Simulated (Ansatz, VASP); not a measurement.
## BN: VASP beside Ansatz

```
CELL_PARAMETERS angstrom
2.50804 0.00000 0.00000
-1.24671 2.17623 0.00000
-0.63067 -1.08812 3.02254
ATOMIC_POSITIONS crystal
N 0.66851 0.33238 0.98500
B 0.97964 0.98350 0.00181
```

The cell comes from a database or a generator and needn't be the stable form of this composition.

Alike in both runs: task single point; functional PBE; k mesh 13 × 13 × 9; occupations fermi-dirac, width 0.05 eV; no spin polarisation.

```csv
,VASP,Ansatz
version,VASP 6.6.1,Ansatz 0.2.0
potentials or method,"VASP PAW PBE potentials, release 64 (N, B)",Ansatz PAW
plane-wave cutoff (eV),520,420
valence electrons in the cell,8,8
```

|  | VASP | Ansatz | Ansatz less VASP |
| --- | --- | --- | --- |
| gap on the k mesh at the Fermi level (eV) | 2.84 | 2.85 | +0.009 |
| least direct gap on the mesh (eV) | 4.54 | 4.54 | +0.003 |
| pressure (GPa) | 5.0 | 5.0 | -0.03 |
| largest component of the traceless stress (GPa) | 7.51 | 7.61 | +0.099 |
| rms of the force components (eV/Å) | 1.572 | 1.576 | +0.0037 |

Atom by atom the forces differ by 0.004 eV/Å (rms over components). The functional is the same, so the differences come from potentials, cutoffs and numerics.

Caveats: forces of over 1 eV/Å show positions far from the minimum, so gaps and moduli don't describe the material at rest; an odd mesh through Γ misses points on the zone boundary, where band edges often lie (VASP); odd divisions of the mesh miss points on the zone boundary, where band edges often lie, so the gap on the mesh can be too wide (Ansatz); the pressure holds a Pulay correction of +0.7 GPa for the finite cutoff (Ansatz). Expect the measured gap to be larger: semilocal functionals such as PBE lack the derivative discontinuity.
